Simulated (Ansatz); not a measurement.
Ansatz input

```yaml
crystal:
  lattice:
    - [0.0, 1.7982425328, 1.7982425328]
    - [1.7982425328, 0.0, 1.7982425328]
    - [1.7982425328, 1.7982425328, 0.0]
  atoms:
    - { symbol: Cr, position: [0.0, 0.0, 0.0], spin: 1.5 }
hamiltonian:
  xc: mr2scan
  pseudopotentials:
    kind: paw
    azcp:
      Cr: "pseudopotentials/Cr.paw.azcp"
basis:
  ecutwfc: 500
  fft_grid_basis: typed
kpoints:
  mp_grid: { grid: [25, 25, 25], shift: [0, 0, 0] }
magnetization:
  spin_polarized: true
scf:
  occupations: { method: fermi_dirac, width: 0.05 }
```

and its output:

```
Engine: ansatz 0.2.0, aarch64-unknown-linux-gnu
Pseudopotentials: kind: paw
Pseudopotential: Cr, paw, valence charge 14, recommended cutoff 500 eV (meta_gga) 
Functional definition: m-r2SCAN
  exchange = m_r2scan_x
  correlation = m_r2scan_c
Crystal: 1 atoms, lattice volume = 11.630 Å³
Basis set: ecut = 500 eV, 283 PW (Γ), exchange–correlation on 80×80×80 points (64 copies of the dense FFT grid, shifted against one another)
Bands: 12, of which v1, the nominal top of the filled ones, is band 7 counted from 1 (6 counted from 0)
Symmetry: 48 space group operations
Space group: Fm-3m (ITA 225), of the structure as read, at distance tolerance 2.3e-5 Å
Magnetic group: BNS 225.116 (UNI 1618), of the structure as read, at distance tolerance 2.3e-5 Å
k-points: 455 of 15625
Non-local potential: Cr, projectors of the file, l = 0: 3, l = 1: 2, l = 2: 3, l = 3: 1
PAW form: soft (Blöchl's): semilocal exchange-correlation on the pseudo side does not see the compensation charge
PAW frozen core: Cr, regenerated for the run's functional (the file was generated under x = pbe(κ = 0.804, μ = 0.2195149727645171), c = pbe(β = 0.06672455060314922))
PAW one-centre angular grid: Cr, 590 points (default); XC on 160 Gauss nodes
Initial density: superposition of atomic densities (chi_scale 0.1, normalization cell)
Starting moments: Σ|m| = 1.5 μB on 1 of 1 site
Initial wavefunctions: pseudopotential atomic-orbital guess
Functional: x = mr2scan, c = mr2scan; τ floored in thin density (d = 2e-4 eV/Å³)
SCF iter   1: F=—  HF=-3383.767812 eV  |F-HF|=—  |Δ(HF+E_count)|=         —  Δρ=1.58e-1 (↑1.58e-1 ↓7.85e-2)  dr2=5.03e0  dr2_τ=2.44e-2  dr2_m=2.47e-1  M=0.947 μB ∫|m|=0.947 μB  β_m=0.81  ethr=3.10e-3  ⟨swp⟩=4.1  Hψ=50736  notcnv=0
Mixer restart at iter 1: flushing history
SCF iter   2: F=—  HF=-3381.797438 eV  |F-HF|=—  |Δ(HF+E_count)|=    1.97e0  Δρ=2.99e-2 (↑2.99e-2 ↓2.72e-2)  dr2=2.90e-1  dr2_τ=1.05e-2  dr2_m=3.81e-3  M=0.921 μB ∫|m|=0.922 μB  β_m=1.00  ethr=3.10e-3  ⟨swp⟩=2.0  Hψ=28457  notcnv=0  defer=358  κ⁻¹=1.0e0(r=1)
SCF iter   3: F=—  HF=-3382.354804 eV  |F-HF|=—  |Δ(HF+E_count)|=         —  Δρ=9.63e-2 (↑9.63e-2 ↓8.99e-2)  dr2=5.57e-2  dr2_τ=3.08e-2  dr2_m=8.96e-1  M=-0.071 μB ∫|m|=0.123 μB  β_m=1.00  ethr=2.07e-3  ⟨swp⟩=2.4  Hψ=18958  notcnv=0  defer=326
Mixer restart at iter 3: flushing history
SCF iter   4: F=—  HF=-3382.012281 eV  |F-HF|=—  |Δ(HF+E_count)|=   3.43e-1  Δρ=2.31e-2 (↑2.31e-2 ↓5.25e-3)  dr2=3.59e-2  dr2_τ=8.16e-4  dr2_m=1.91e-2  M=0.034 μB ∫|m|=0.034 μB  β_m=0.30  ethr=3.57e-4  ⟨swp⟩=2.5  Hψ=21861  notcnv=0  defer=326
SCF iter   5: F=—  HF=-3381.999801 eV  |F-HF|=—  |Δ(HF+E_count)|=   1.25e-2  Δρ=1.05e-2 (↑1.05e-2 ↓7.09e-3)  dr2=1.54e-3  dr2_τ=2.63e-4  dr2_m=8.19e-3  M=0.024 μB ∫|m|=0.024 μB  β_m=0.30  ethr=2.57e-4  ⟨swp⟩=2.5  Hψ=19367  notcnv=0  defer=263  κ⁻¹=1.0e0(r=1)
SCF iter   6: F=—  HF=-3381.998668 eV  |F-HF|=—  |Δ(HF+E_count)|=   1.13e-3  Δρ=5.10e-3 (↑5.10e-3 ↓4.90e-3)  dr2=5.47e-5  dr2_τ=6.35e-5  dr2_m=2.64e-3  M=0.020 μB ∫|m|=0.020 μB  β_m=1.00  ethr=1.10e-5  ⟨swp⟩=1.9  Hψ=15891  notcnv=0  defer=253  κ⁻¹=3.0e-2(r=2)
...
SCF iter  16: F=—  HF=-3381.998232 eV  |F-HF|=—  |Δ(HF+E_count)|=  1.68e-11  Δρ=8.40e-7 (↑8.21e-7 ↓8.40e-7)  dr2=5.22e-14  dr2_τ=2.44e-12  dr2_m=7.35e-11  M=-0.000 μB ∫|m|=0.000 μB  β_m=1.00  ethr=1.00e-12  ⟨swp⟩=2.0  Hψ=20901  notcnv=0  κ⁻¹=7.9e-9(r=8)
SCF iter  17: F=—  HF=-3381.998232 eV  |F-HF|=—  |Δ(HF+E_count)|=  5.96e-11  Δρ=5.09e-7 (↑5.09e-7 ↓4.82e-7)  dr2=8.62e-14  dr2_τ=8.43e-13  dr2_m=2.62e-11  M=-0.000 μB ∫|m|=0.000 μB  β_m=1.00  ethr=1.00e-12  ⟨swp⟩=2.0  Hψ=16354  notcnv=0  κ⁻¹=1.1e-8(r=8)
SCF iter  18: F=—  HF=-3381.998232 eV  |F-HF|=—  |Δ(HF+E_count)|=  1.41e-11  Δρ=3.77e-7 (↑3.77e-7 ↓3.71e-7)  dr2=6.04e-15  dr2_τ=4.85e-13  dr2_m=1.49e-11  M=-0.000 μB ∫|m|=0.000 μB  β_m=0.30  ethr=1.00e-12  ⟨swp⟩=1.2  Hψ=15039  notcnv=0  κ⁻¹=1.5e-7(r=8)
SCF iter  19: F=-3381.998232 eV  HF=-3381.998232 eV  |F-HF|=9.09e-13  |Δ(HF+E_count)|=  2.09e-11  Δρ=3.11e-8 (↑2.44e-8 ↓3.11e-8)  dr2=1.97e-14  dr2_τ=1.74e-15  dr2_m=7.65e-14  M=-0.000 μB ∫|m|=0.000 μB  ethr=1.00e-12  ⟨swp⟩=2.0  Hψ=19427  notcnv=0
SCF 1 converged in 19 iterations: F = -3381.998232 eV  dr2 = 1.97e-14
WARN: the starting moments were not kept: the SCF closed with an absolute magnetisation of 1.8e-7 μB, where they sum to 1.5 μB in size (1 site). That is at most 0.1 of that sum. Measured as dr2_m measures the in/out step, that magnetisation stands 9.0e-15 eV from none, at or under the dr2_threshold of 1.0e-7 eV: it is no larger than a step whose dr2_m would equal this threshold. The system may hold no moment; this SCF shows only that its start led to no more than that. To try another start: raise the starting moments (crystal.atoms[].spin, magnetization.per_species, magnetization.initial_magnetization, or on a non-collinear deck that types none of these the spinor_matrix: blocks that start its atoms; where the total moment is fixed, keep their sum and leave initial_magnetization as it is; typed ones take the place of any that the run laid by itself, positive ones on a crystal's lanthanoids without a Hubbard term where scf.initial_density.shell_occupations: [] is typed) or, if the notice of its spin-set hold's release reads "site moments contracting" or "site moments show no strong build", lengthen the hold (scf.mixing.spin_hold: { on: { confirm: 4 } }; for m-r²SCAN on two components see the key's manual first). Each may lead to a state that holds a moment. A second SCF, from the converged charge density, with the starting moments and any scf.initial_density.shell_occupations laid on it anew, would have followed, and was not run: the deck does not ask for one (magnetization.retry_lost_moments is false, the default). To let it run, set magnetization.retry_lost_moments: true and run the deck again, where that key's refused combinations let it; where memory then withholds it, that run's warning says so.
this state was not tested for a lower state beside it, because the mixer in use, unlike msr1, does not test its closes by its own steps (another_mixer; see scf.mixing.algorithm and scf.lower_state_search)
SCF converged after 19 iterations
Magnetization: -0.0000 μB (7.0000 up, 7.0000 down)
Absolute magnetization: 0.0000 μB (∫|ρ↑−ρ↓|, with the PAW one-centre terms)
Spin contamination: 0.0000 ħ² per cell (⟨S²⟩ above its minimum at these occupations)
Per-site moments (μB) at R_I (Å): [(-1.3185807824001622e-7, 1.049028328557786)]
Free energy (F): -3381.998232 eV
Harris-Foulkes:  -3381.998232 eV  (|F-HF|=9.09e-13)
Internal energy: -3381.984220 eV  (E = F + TS)
E sigma→0 (E₀):  -3381.991226 eV
Entropy (-TS):   -0.014012 eV (-14.012 meV/atom)
Fermi energy:    18.944149 eV
--- Per-component energies (eV) ---
  E_band       = -162.254151
  E_kinetic    = 343.878439
  E_local      = -1180.716134  (includes V_loc(G=0)·N_el)
  E_nonlocal   = 79.095836
  E_hartree    = 515.253579
  E_xc         = -137.895715
  E_vxc        = -200.709395  (∫ρ·V_xc dr)
  E_paw        = -1202.349940  (= ΣΔE_a)
  E_vpaw       = -246.998498  (= ΣTr[D̂ρ^β])
  E_aug_tail   = 0.000197  (compensation charges beyond the density's cutoff)
  E_vtau       = 12.688251  (kinetic-family band-sum trace: ∫τ·v_τ [+ j·A + Jᵃ·Aᵃ] dr)
  E_ewald      = -1798.978155
  E_core_change = -0.272327  (= ΣΔE_core)
  E_smearing   = -0.014012  (= −TS)
  E_closure    = 0.000000  (closes the sum)
  Σ components = -3381.998232   (vs F -3381.998232, Δ=0.00e0)
```
